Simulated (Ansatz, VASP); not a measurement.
# Cross-check of Li16HF15 (U centre (hydride ion on a halide site) in LiF) between VASP and Ansatz, part 2 of 2

Wanted: the spread between two codes on one cell, functional and k mesh. The cell is taken from a series of runs on this material, whose earlier steps may have relaxed, scaled, displaced or heated it; both programs get it as it stands.

VASP 6.6.1 and Ansatz 0.2.0.

So far. Step 2 (VASP: single point, HSE06): The run ends at a pressure of -3.80 GPa, with forces up to 1.0 eV/Å.

### 3. Ansatz: single point, HSE06

Level of this step: Ansatz beside VASP: Kohn-Sham DFT, plane waves, HSE06 (Ansatz).

Ansatz runs on its default PAW (the set named soft_2) files.

The same cell, functional, mesh and smearing now go to Ansatz.

The input, input.yaml:

```yaml
crystal:
  lattice:
    - [-4.06712875, 4.06712875, 4.06712875]
    - [4.06712875, -4.06712875, 4.06712875]
    - [4.06712875, 4.06712875, -4.06712875]
  atoms:
    - { symbol: Li, position: [0.0, 0.0, 0.0] }
    - { symbol: Li, position: [0.0, 0.25, 0.75] }
    - { symbol: Li, position: [0.0, 0.5, 0.5] }
    - { symbol: Li, position: [0.0, 0.75, 0.25] }
    - { symbol: Li, position: [0.25, 0.0, 0.75] }
    - { symbol: Li, position: [0.247668018, 0.247668018, 0.5] }
    - { symbol: Li, position: [0.24842386, 0.500821957, 0.247734133] }
    - { symbol: Li, position: [0.25, 0.75, 0.0] }
    - { symbol: Li, position: [0.5, 0.0, 0.5] }
    - { symbol: Li, position: [0.5, 0.247668018, 0.247668018] }
    - { symbol: Li, position: [0.5, 0.5, 0.0] }
    - { symbol: Li, position: [0.5, 0.752331982, 0.752331982] }
    - { symbol: Li, position: [0.75, 0.0, 0.25] }
    - { symbol: Li, position: [0.75, 0.25, 0.0] }
    - { symbol: Li, position: [0.752331982, 0.5, 0.752331982] }
    - { symbol: Li, position: [0.752331982, 0.752331982, 0.5] }
    - { symbol: F, position: [0.0, 0.0, 0.5] }
    - { symbol: F, position: [-0.000379202, 0.249810399, 0.249810399] }
    - { symbol: F, position: [0.0, 0.5, 0.0] }
    - { symbol: F, position: [0.000379202, 0.750189601, 0.750189601] }
    - { symbol: F, position: [0.249810399, -0.000379202, 0.249810399] }
    - { symbol: F, position: [0.249810399, 0.249810399, -0.000379202] }
    - { symbol: F, position: [0.249810399, 0.5, 0.750189601] }
    - { symbol: F, position: [0.249810399, 0.750189601, 0.5] }
    - { symbol: F, position: [0.5, 0.0, 0.0] }
    - { symbol: F, position: [0.5, 0.249810399, 0.750189601] }
    - { symbol: H, position: [0.465188188, 0.462143149, 0.496954961] }
    - { symbol: F, position: [0.5, 0.750189601, 0.249810399] }
    - { symbol: F, position: [0.750189601, 0.000379202, 0.750189601] }
    - { symbol: F, position: [0.750189601, 0.249810399, 0.5] }
    - { symbol: F, position: [0.750189601, 0.5, 0.249810399] }
    - { symbol: F, position: [0.750189601, 0.750189601, 0.000379202] }
basis:
  ecutwfc: 420
  xc_grid: 2
hamiltonian:
  xc: hse06
kpoints:
  mp_grid: { grid: [1, 1, 1] }
scf:
  occupations: { method: fermi_dirac, width: 0.01 }
  max_iter: 120
output:
  forces: true
checkpoint:
  read: "../relax.run"
```

Run with:

```bash
ansatz run input.yaml --threads 2 --pin off --max-ram 3768MiB --backend cpu --events-out ev --progress --plain --runs-dir out
```

Numbers of over 12 decimals in the logs are rounded to 6 here.

Output:

```text
Warning: checkpoint.read: the run can stay near the saved state's solution: 2 site(s) moved relative to the saved geometry (max |Δs| = 3.786e-2 fractional); the SCF starts from the saved state under `checkpoint.density_extrapolation: transplant`, in force with no word given; its orbitals are not used off its sites. A run without `checkpoint.read` takes nothing of the state. A lower free energy from it at the same positions (and U, V and field ramp, if any) shows a solution that this start missed, and an equal or higher one rules none out (checkpoint.read, Limitations, in the input reference)
exact exchange: scf.exx.singularity resolves to wigner_seitz, which cuts the screened interaction at the faces of the exchange supercell's Wigner-Seitz cell, so that each pair interacts once, at the shortest of its separations (the periodic images that this leaves out come, for a point-like exchange hole, to about 0.205 eV on a filled level). The cut falls within the interaction's reach, and what an exchange supercel [...]
Engine: ansatz 0.2.0, x86_64-unknown-linux-gnu
Pseudopotentials: kind: paw
Pseudopotential: Li, paw, valence charge 3, recommended cutoff 420 eV (normal), Li.paw.azcp
Pseudopotential: F, paw, valence charge 7, recommended cutoff 420 eV (normal), F.paw.azcp
Pseudopotential: H, paw, valence charge 1, recommended cutoff 420 eV (normal), H.paw.azcp
Functional definition: HSE06
  parameter a = 0.25
  parameter omega = 0.11/bohr
  exchange = pbe_x - a*pbe_x_sr(omega) + a*exact_x_sr(omega)
  correlation = pbe_c
Crystal: 32 atoms, lattice volume = 269.106 Å³
Basis set: ecut = 420 eV, 5281 PW (Γ), exchange–correlation on 96×96×96 points (8 copies of the dense FFT grid, shifted against one another)
Bands: 109, of which v1, the nominal top of the filled ones, is band 77 counted from 1 (76 counted from 0)
Symmetry: 1 space group operations
Space group: P1 (ITA 1), of the structure as read, at distance tolerance 6.5e-5 Å
k-points: 1
Non-local potential: Li, projectors of the file, l = 0: 3, l = 1: 2, l = 2: 1
Non-local potential: F, projectors of the file, l = 0: 2, l = 1: 2, l = 2: 1
Non-local potential: H, projectors of the file, l = 0: 2, l = 1: 1
PAW form: soft (Blöchl's): semilocal exchange-correlation on the pseudo side does not see the compensation charge
PAW frozen core: F, regenerated for the run's functional, and the local potential with it (the file was generated under x = pbe(κ = 0.804, μ = 0.219515), c = pbe(β = 0.066725))
PAW one-centre angular grid: Li, 110 points (default); XC on 96 Gauss nodes
PAW one-centre angular grid: F, 110 points (default); XC on 64 Gauss nodes
PAW one-centre angular grid: H, 110 points (default); XC on 64 Gauss nodes
Initial density: read from a saved state, or passed on in memory by an earlier SCF of this step, an earlier step, the calling program or the single point that the run made first, carried with its atoms to this geometry
Initial wavefunctions: pseudopotential atomic-orbital guess
Functional: x = pbe(κ = 0.804, μ = 0.219515), c = pbe(β = 0.066725), warm-up for x = pbe(κ = 0.804, μ = 0.219515) + 0.25 (exact − pbe) at short range (hse, ω = 0.207870 Å⁻¹), c = pbe(β = 0.066725); HSE06 as pw.x's `hse` composes it (authors' and Libxc's form: `xc: wpbeh`)
iter 1 solved again at ethr=3.32e-4 eV; its pass at ethr=1.00e-1 eV (dr2=5.11e-1 eV) is discarded
SCF iter   1: F=—  HF=-15463.796742 eV  |F-HF|=—  |Δ(HF+E_count)|=         —  Δρ=1.33e-2  dr2=5.05e-1  ethr=3.32e-4  ⟨swp⟩=10.0  Hψ=680  notcnv=0
preconditioner: auto → none  [insulator: Δε(μ)=7.257 eV  Ē_g=19.343 eV  σ=0.010 eV  W_gap=1.00  n_scr=78 (ndim 8)  ℏωp=25.0 eV  f_vac=0.000  D(μ)=0.00/eV (n_scr^D=0)]
SCF iter   2: F=—  HF=-15463.655047 eV  |F-HF|=—  |Δ(HF+E_count)|=   1.42e-1  Δρ=5.64e-3  dr2=6.07e-2  ethr=3.28e-4  ⟨swp⟩=5.0  Hψ=248  notcnv=0
iter 3 solved again at ethr=1.08e-6 eV; its pass at ethr=3.94e-5 eV (dr2=1.67e-3 eV) is discarded
SCF iter   3: F=-15463.640862 eV  HF=-15463.641192 eV  |F-HF|=3.30e-4  |Δ(HF+E_count)|=   1.39e-2  Δρ=9.53e-4  dr2=1.52e-3  ethr=1.08e-6  ⟨swp⟩=6.0  Hψ=510  notcnv=0
eigensolver tolerance schedule: the retry pair's looser diagonalisation over-reported the residual by 0.10 of it (diagonalisation noise at 0.10 of the residual, at the tolerance the schedule requests for it); recorded, not acted on — ethr = c·dr2/N_el stays at c = 1.0e-1
SCF 1 stopped early in 3 iterations: F = -15463.640862 eV  dr2 = 1.52e-3
  greatest PAW one-centre occupation: 1.000 electrons in one spin orbital (limit 2), on the Li atom at site 5 (counted from 0), in its partial waves of l = 0
Initial density: handed on by an earlier stage of this run
Initial wavefunctions: those handed on with the density
Functional: x = pbe(κ = 0.804, μ = 0.219515) + 0.25 (exact − pbe) at short range (hse, ω = 0.207870 Å⁻¹), c = pbe(β = 0.066725); HSE06 as pw.x's `hse` composes it (authors' and Libxc's form: `xc: wpbeh`)
Exchange kernel: α = 0.2500, screened, ω = 0.2079 Å⁻¹, Wigner–Seitz truncation, v(0) = 647.5240 eV·Å³, q-mesh 1×1×1, nearest image of the exchange supercell L = 7.04 Å, pair-density grid 30×30×30, without the augmentation charges, whose exchange is taken in its separable form (sized by the pseudopotential files, 40×40×40 at the most)
Frozen-core exchange: fock
[...]
SCF iter   3: F=—  HF=-15462.913920 eV  |F-HF|=—  |Δ(HF+E_count)|=   3.42e-2  Δρ=1.50e-3  dr2=5.15e-3  ethr=5.83e-6  ⟨swp⟩=4.0  Hψ=266  notcnv=0
SCF iter   4: F=—  HF=-15462.912327 eV  |F-HF|=—  |Δ(HF+E_count)|=   1.59e-3  Δρ=3.98e-4  dr2=5.20e-4  ethr=3.25e-6  ⟨swp⟩=2.0  Hψ=200  notcnv=0
SCF iter   5: F=—  HF=-15462.912241 eV  |F-HF|=—  |Δ(HF+E_count)|=   8.66e-5  Δρ=5.92e-5  dr2=6.55e-5  ethr=2.45e-7  ⟨swp⟩=3.0  Hψ=242  notcnv=0
SCF iter   6: F=—  HF=-15462.912643 eV  |F-HF|=—  |Δ(HF+E_count)|=   4.02e-4  Δρ=2.00e-4  dr2=7.32e-5  ethr=2.62e-9  ⟨swp⟩=4.0  Hψ=344  notcnv=0
SCF iter   7: F=-15462.912579 eV  HF=-15462.912619 eV  |F-HF|=3.97e-5  |Δ(HF+E_count)|=   2.40e-5  Δρ=2.40e-5  dr2=2.57e-6  ethr=2.62e-9  ⟨swp⟩=4.0  Hψ=293  notcnv=0
SCF 2 stopped early in 7 iterations: F = -15462.912579 eV  dr2 = 2.57e-6
  Residual-converged pass: ⟨swp⟩=3.0  Hψ=193  notcnv=0  max |occ|·‖R‖ = 5.2e-6 eV (tolerance 6.7e-6 eV)  dr2=2.57e-6  dr2_onsite=1.09e-7  max |Δocc| = 0.0e0
  greatest PAW one-centre occupation: 0.999 electrons in one spin orbital (limit 2), on the Li atom at site 5 (counted from 0), in its partial waves of l = 0
hybrid outer 1: dexx = +4.048e-2 eV, tail = 6.62e-5 eV
Exchange kernel: α = 0.2500, screened, ω = 0.2079 Å⁻¹, Wigner–Seitz truncation, v(0) = 647.5240 eV·Å³, q-mesh 1×1×1, nearest image of the exchange supercell L = 7.04 Å, pair-density grid 30×30×30, without the augmentation charges, whose exchange is taken in its separable form (sized by the pseudopotential files, 40×40×40 at the most)
Frozen-core exchange: fock
SCF iter   1: F=—  HF=-15462.913644 eV  |F-HF|=—  |Δ(HF+E_count)|=         —  Δρ=5.46e-5  dr2=5.47e-6  ethr=2.15e-7  ⟨swp⟩=3.0  Hψ=261  notcnv=0
preconditioner: auto → none  [insulator: Δε(μ)=8.585 eV  Ē_g=22.254 eV  σ=0.010 eV  W_gap=1.00  n_scr=78 (ndim 8)  ℏωp=25.0 eV  f_vac=0.000  D(μ)=0.00/eV (n_scr^D=0)]
SCF iter   2: F=—  HF=-15462.913644 eV  |F-HF|=—  |Δ(HF+E_count)|=   4.36e-7  Δρ=1.71e-5  dr2=2.45e-7  ethr=2.89e-9  ⟨swp⟩=4.0  Hψ=242  notcnv=0
SCF iter   3: F=—  HF=-15462.913644 eV  |F-HF|=—  |Δ(HF+E_count)|=   6.90e-7  Δρ=5.86e-6  dr2=5.69e-8  ethr=9.68e-11  ⟨swp⟩=4.0  Hψ=256  notcnv=0
SCF iter   4: F=—  HF=-15462.913644 eV  |F-HF|=—  |Δ(HF+E_count)|=   1.09e-8  Δρ=3.33e-6  dr2=2.56e-8  ethr=3.16e-11  ⟨swp⟩=4.0  Hψ=268  notcnv=0
SCF iter   5: F=-15462.913644 eV  HF=-15462.913644 eV  |F-HF|=1.26e-9  |Δ(HF+E_count)|=   4.96e-9  Δρ=9.75e-7  dr2=1.70e-9  ethr=1.13e-11  ⟨swp⟩=3.0  Hψ=201  notcnv=0
SCF 3 converged in 5 iterations: F = -15462.913644 eV  dr2 = 1.70e-9
  Residual-converged pass: ⟨swp⟩=3.0  Hψ=189  notcnv=0  max |occ|·‖R‖ = 1.5e-6 eV (tolerance 1.8e-6 eV)  dr2=1.54e-9  dr2_onsite=1.14e-10  max |Δocc| = 0.0e0
hybrid outer 2: dexx = +8.054e-7 eV, tail = 2.16e-8 eV, Δε = 9.96e-4 eV (about 1.88e-5 eV left of the loop's levels), ΔF = 3.04e-3 eV/Å (tail 3.10e-4)
hybrid SCF converged: 2 outer / 12 inner (+3 warm-up), last move |dexx| = 8.05e-7 eV, tail = 2.16e-8 eV
Stability not checked: this state was not tested for a lower state beside it, because the functional holds exact exchange (a hybrid, or Hartree-Fock), whose exchange loop this test does not read (fock_operator; see scf.lower_state_search)
Free energy (F): -15462.913645 eV
Frozen-core exchange: fock
Harris-Foulkes:  -15462.913645 eV  (|F-HF|=1.26e-9)
Internal energy: -15462.913645 eV  (E = F + TS)
E sigma→0 (E₀):  -15462.913645 eV
Fermi energy:    5.990126 eV
--- Per-component energies (eV) ---
  E_band       = -2289.034696
  E_kinetic    = 3517.948262
  E_local      = -10237.472172  (includes V_loc(G=0)·N_el)
  E_nonlocal   = 552.312243
  E_hartree    = 3637.762983
  E_xc         = -1121.557448
  E_vxc        = -1426.322846  (∫ρ·V_xc dr)
  E_exx        = -588.434243  (= α·E_x^exact, valence–valence)
  E_paw        = -3039.045514  (= ΣΔE_a)
  E_vpaw       = -794.191945  (= ΣTr[D̂ρ^β])
  E_aug_tail   = 0.032231  (compensation charges beyond the density's cutoff)
  E_ewald      = -8184.007027
  E_core_change = -0.452968  (= ΣΔE_core)
  E_smearing   = -0.000000  (= −TS)
  E_closure    = 0.000008  (closes the sum)
  Σ components = -15462.913645   (vs F -15462.913645, Δ=-1.82e-12)
--- Forces (eV/Å), atoms counted from 1 ---
  atom   1  Li     0.06082096     0.06062985     0.02084695
  atom   2  Li    -0.00150775     0.00030582     0.03709638
  atom   3  Li    -0.05803425     0.05080099     0.01047231
  atom   4  Li     0.00160183    -0.00035059     0.03824938
  atom   5  Li     0.00369948    -0.00154126     0.03828416
  atom   6  Li    -0.00744445    -0.00337461    -0.18750298
  atom   7  Li    -0.01177414     0.00000855    -0.13525949
  atom   8  Li     0.00387890    -0.00379655     0.00062255
  atom   9  Li     0.06093986    -0.06066298     0.02093762
  atom  10  Li     0.00283682    -0.00021804    -0.11650534
  atom  11  Li    -0.05814263    -0.05082878     0.01055205
  atom  12  Li     0.00317935     0.00039889    -0.11571732
  atom  13  Li     0.00332204     0.00153824     0.04259805
  atom  14  Li     0.00272959     0.00371186     0.00058042
  atom  15  Li    -0.01007639    -0.00092081    -0.11585595
  atom  16  Li    -0.00889128     0.00367809     0.10988478
  atom  17  F     -0.00036782    -0.00001030    -0.07869281
  atom  18  F      0.00366932    -0.14190971    -0.09720207
  atom  19  F      0.00000026     0.00009930     0.00061070
  atom  20  F      0.00117550    -0.11253847    -0.07730296
  atom  21  F     -0.15553704     0.00183948    -0.11187675
  atom  22  F     -0.00363616    -0.00710211     0.02932657
  atom  23  F      0.13266838     0.00154287    -0.08221918
  atom  24  F     -0.01134875     0.01466720     0.02733922
  atom  25  F     -0.00675567     0.00000688    -0.00472506
  atom  26  F      0.00324762     0.14231302    -0.09652946
  atom  27  H      0.07341857     0.00010315     1.01864722
  atom  28  F      0.00162699     0.11246985    -0.07801328
  atom  29  F     -0.11943938    -0.00188812    -0.08639710
  atom  30  F     -0.00372195     0.00721719     0.02428979
  atom  31  F      0.10902985    -0.00157611    -0.06898105
  atom  32  F     -0.01113974    -0.01459832     0.02229317
  max |Σ_I F_I| component: 1.49e-4 eV/Å
--- Band table (eV) ---
  k-point 0: bands = [... 73 lower, -1.2275, -1.2267, -1.2233, 1.6976, 10.2826]
  guard bands above this table: 31 of the run's 109 bands. The solve was not asked for them (output.publish_guard_bands: true or output.eigenvalues: true publishes all)
```

Reading the cycles: dr2 is the Hartree energy of the density residual (eV), the measure of convergence; HF is the Harris–Foulkes estimate of the energy, which meets the free energy F at convergence.

### 4. Comparison

Known differences besides the potentials themselves: exact exchange at q = 0 is treated differently, which shows on coarse meshes; VASP keeps PBE cores, Ansatz makes them for the functional; the cutoff is 420 eV in Ansatz and 650 eV in VASP (PREC = Accurate, projectors in real space); VASP takes a coarser grid for exact exchange (PRECFOCK = Fast). Total energies have different zeros and are not compared.

Compared:

```csv
quantity,Ansatz,VASP,difference
gap on the k mesh (eV),8.585,8.639,-0.054
```

Forces on 9 of the 32 atoms, those with the largest forces and the largest differences (eV/Å; atoms numbered as in POSCAR):

```csv
atom,"Ansatz x, y, z","VASP x, y, z"
Li6,"-0.007, -0.003, -0.188","-0.007, -0.003, -0.190"
Li12,"0.003, 0.000, -0.116","-0.001, 0.000, -0.115"
Li16,"-0.009, 0.004, 0.110","-0.009, 0.004, 0.103"
F18,"0.004, -0.142, -0.097","0.004, -0.139, -0.095"
F21,"-0.156, 0.002, -0.112","-0.153, 0.002, -0.110"
F23,"0.133, 0.002, -0.082","0.130, 0.002, -0.080"
F26,"0.003, 0.142, -0.097","0.003, 0.139, -0.094"
F28,"-0.119, -0.002, -0.086","-0.120, -0.002, -0.087"
H32,"0.073, 0.000, 1.019","0.074, 0.000, 1.023"
```

The forces differ by 1.5 meV/Å r.m.s., which is 1.2 % of the r.m.s. force of 0.120 eV/Å (both taken over all components). A gap on the mesh is an upper bound, since the band edges may lie between its points.

### 5. What came out

```yaml
r_m_s_force_difference_single_point_hse06: 1.5 meV/Å
difference_in_gap_on_the_k_mesh_single_point_hse06: -0.054 eV
```

In words: The difference in gap on the k mesh is -0.054 eV (single point, HSE06), within the 0.08 eV picked in this series as the mark of a large difference. How closely two codes agree says nothing of how well the functional describes the real material.

[Lines on the potential files, build, host, timing and source positions are cut from VASP's logs without a mark.]

[Logs are printed without paths, hosts, clocks, repeated set-up lines and the standing remarks that a program may print on its own settings, such as how far it seeks lower states.]

[Hosts, paths, dates, database ids (printed as entryN), source tags and the programs' standing remarks are cut or masked in the printed files.]
